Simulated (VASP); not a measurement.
## MoSe2: single point with PBE+D3(BJ)

The system is MoSe2, a slab with vacuum.

```
CELL_PARAMETERS angstrom
3.27714 0.00000 0.00000
-1.63857 2.83808 0.00000
0.00000 0.00000 70.87758
ATOMIC_POSITIONS crystal
Se 0.33333 0.66667 0.34171
Se 0.33333 0.66667 0.38894
Se 0.66667 0.33333 0.43149
Se 0.66667 0.33333 0.47873
Se 0.33333 0.66667 0.52127
Se 0.33333 0.66667 0.56851
Se 0.66667 0.33333 0.61106
Se 0.66667 0.33333 0.65829
Mo 0.66667 0.33333 0.36533
Mo 0.33333 0.66667 0.45511
Mo 0.66667 0.33333 0.54489
Mo 0.33333 0.66667 0.63467
```

```yaml
Program: VASP 6.6.1
Task: single point
Functional: PBE
Dispersion: D3(BJ)
Potentials_or_basis: VASP PAW PBE potentials, release 64 (Se, Mo_sv)
Cutoff: 520 eV
k_mesh: 9 × 9 × 1
Occupations: gaussian, width 0.02 eV
Spin: no spin polarisation
Dipole_correction: yes
Further_INCAR_settings: ALGO = Fast; EDIFF = 1e-07; NBANDS = 64
```

The largest force is 0.065 eV/Å. The band gap on the k mesh is 0.95 eV, indirect (least direct gap 1.48 eV), the dispersion energy per atom is -0.445 eV and the ionisation potential of the upper face is 4.92 eV.

Forces in eV/Å, atoms in the order of the input:
```
Se   0.000  0.000 -0.065
Se   0.000  0.000  0.057
Se   0.000  0.000 -0.034
Se   0.000  0.000  0.036
Se   0.000  0.000 -0.036
Se   0.000  0.000  0.034
Se   0.000  0.000 -0.057
Se   0.000  0.000  0.065
Mo   0.000  0.000  0.003
Mo   0.000  0.000  0.001
Mo   0.000  0.000 -0.001
Mo   0.000  0.000 -0.003
```

Levels at points of the mesh, in eV from the valence-band top:
```csv
k point,band 48,band 49,band 50,band 51,band 52,band 53,band 54,band 55,band 56,band 57
"(0.00, 0.00, 0.00)",-1.31,-0.99,-0.35,-0.12,0.00,2.51,2.51,2.52,2.53,2.56
```

It took 12 min on 1 thread of Intel(R) Xeon(R) 6975P-C (Granite Rapids), on a shared host, peak memory 0.86 GiB.
